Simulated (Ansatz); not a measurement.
**GaP: elastic constants with LDA**

**What was measured.**

“Stacking defects in GaP nanowires: Electronic structure and optical properties”, 2018, arxiv:1810.01194 quotes, for a bulk crystal of GaP at 10 K: band gap 2.34 eV (indirect).

GaP:

```
Ga P
1.0
     0.00000    2.72525    2.72525
     2.72525    0.00000    2.72525
     2.72525    2.72525    0.00000
Ga P
1 1
Direct
  0.00000 0.00000 0.00000
  0.75000 0.75000 0.75000
```

```yaml
Program: Ansatz 0.2.0
Task: elastic constants
Functional: LDA
Potentials_or_basis: all-electron LAPW, scalar-relativistic
Cutoff: 302 eV (chosen from the basis error)
Basis_error_allowed: 0.001 eV/atom
k_mesh: 6 × 6 × 6
Occupations: fermi-dirac, width 0.05 eV
Spin: no spin polarisation
```

```
Pressure                        : -2.7 GPa
Band gap on the k mesh          : 1.49 eV, indirect (least direct gap 1.60 eV)
Elastic constants C11, C12, C44 : 130, 52, 68 GPa
Voigt bulk modulus              : 78 GPa
```

Levels at points of the mesh, in eV from the valence-band top:
| k point | band 14 | band 15 | band 16 | band 17 | band 18 | band 19 | band 20 | band 21 |
| --- | --- | --- | --- | --- | --- | --- | --- | --- |
| (0.00, 0.00, 0.00) | -12.52 | 0.00 | 0.00 | 0.00 | 1.60 | 3.78 | 3.78 | 3.78 |
| (0.00, 0.00, -0.50) | -10.44 | -6.72 | -1.13 | -1.13 | 1.49 | 4.62 | 4.62 | 8.04 |
| (0.00, -0.50, -0.50) | -9.52 | -6.86 | -2.71 | -2.71 | 1.49 | 1.67 | 10.42 | 10.42 |

Elastic tensor in Voigt notation (GPa, in the Cartesian axes of the cell as first typed):
```
130  52  52   0   0   0
 52 130  52   0   0   0
 52  52 130   0   0   0
  0   0   0  68   0   0
  0   0   0   0  68   0
  0   0   0   0   0  68
```

It took 2.6 min on 1 thread of Intel(R) Xeon(R) Processor @ 2.50GHz (Skylake/Cascade Lake) (shared host), peak memory 0.35 GiB.

A measured gap of GaP is 2.34 eV (indirect; 10 K; quoted in “Stacking defects in GaP nanowires: Electronic structure and optical properties”, 2018, arxiv:1810.01194); the calculated 1.49 eV misses it by -0.85 eV. Spin-orbit coupling on Ga is left out. The value is that of LDA on a finite k mesh, which can miss the band edges, without temperature or zero-point motion. Semilocal functionals fall short of measured gaps as a rule.
